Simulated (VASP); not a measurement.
Here is the system:

```
CELL_PARAMETERS angstrom
      1.80702    -3.12985     0.00000
      1.80702     3.12985     0.00000
      0.00000     0.00000     3.85485
ATOMIC_POSITIONS crystal
  Li 0.33333 0.66667 0.00000
  Li 0.66667 0.33333 0.00000
  Li 0.00000 0.00000 0.50000
  N  0.00000 0.00000 0.00000
```

Calculation: r2SCAN meta-GGA, VASP's PBE PAW potentials (set 64) (plane waves; VASP). Run with 520 eV cut-off, 8×8×7 Γ-centred mesh, tetrahedra with Blöchl corrections, potentials Li_sv N.

Task: What does the run give for the energy per atom (σ→0), band gap (over mesh and band path) with the smallest direct gap where there is one?

Result: 
```
Property                                                Value
---------------------------------------------  --------------
band gap (over mesh and band path)                    1.54 eV
smallest direct gap (over mesh and band path)         1.76 eV
energy per atom (σ→0)                          -4.554 eV/atom
```

The absolute energy has meaning only against runs of the same code, potentials and settings.

The compound is Li3N in the alpha structure. It was relaxed first.
